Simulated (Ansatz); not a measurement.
Crystal: TePb.

```
Pb Te
1.0
     0.00000    3.23100    3.23100
     3.23100    0.00000    3.23100
     3.23100    3.23100    0.00000
Pb Te
1 1
Direct
  0.00000 0.00000 0.00000
  0.50000 0.50000 0.50000
```

* Program: Ansatz 0.2.0
* Task: relaxation of cell and atoms
* Functional: RPBE
* Potentials or basis: all-electron LAPW, scalar-relativistic
* Basis error allowed: 0.001 eV/atom
* k mesh: 7 × 7 × 7
* Occupations: fermi-dirac, width 0.05 eV
* Spin: no spin polarisation

At the start: volume 33.73 Å³/atom.

**Question.** How do energy, volume and symmetry change on relaxing?

**Answer.** Over 5 steps the energy falls by 32.7 meV/atom and the volume is 36.85 Å³/atom (+9.2 %); space group Fm-3m (No. 225, to 0.05 Å).

The path:
```tsv
step	energy change (eV)	largest force (eV/Å)	volume (Å³)
1	0.0000	0.0000	67.46
2	-0.0627	0.0000	75.10
3	-0.0654	0.0000	73.89
4	-0.0654	0.0000	73.70
5	-0.0654	0.0000	73.70
```

Final structure:
```yaml
crystal:
  lattice:
    - [0.00000, 3.32764, 3.32764]
    - [3.32764, 0.00000, 3.32764]
    - [3.32764, 3.32764, 0.00000]
  atoms:
    - { symbol: Pb, position: [0.00000, 0.00000, 0.00000] }
    - { symbol: Te, position: [0.50000, 0.50000, 0.50000] }
```
